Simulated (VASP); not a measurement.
Crystal: BAs.

```
CELL_PARAMETERS angstrom
0.00000 2.38850 2.38850
2.38850 0.00000 2.38850
2.38850 2.38850 0.00000
ATOMIC_POSITIONS crystal
B 0.00000 0.00000 0.00000
As 0.25000 0.25000 0.25000
```

Base run:

| Quantity | Value |
| --- | --- |
| Program | VASP 6.6.1 |
| Functional | TB-mBJ |
| Potentials or basis | VASP PAW PBE potentials, release 64 (B, As) |
| Cutoff | 520 eV |
| k mesh | 10 × 10 × 10 |
| Occupations | gaussian, width 0.03 eV |
| Spin | no spin polarisation |

Its results: band gap on the k mesh 1.75 eV, indirect (least direct gap 3.79 eV).

**Question.** After a change of settings the same cell gave: band gap on the k mesh 1.37 eV, indirect (least direct gap 3.45 eV). Which change was it?
A. functional from TB-mBJ to PBE; further incar settings from ALGO = Normal; EDIFF = 1e-06 to ALGO = Fast; EDIFF = 1e-06
B. functional from TB-mBJ to r2SCAN
C. functional from TB-mBJ to PBE; further incar settings from ALGO = Normal; EDIFF = 1e-06 to ALGO = Fast; EDIFF = 1e-06; NBANDS = 52

**Answer.** B.
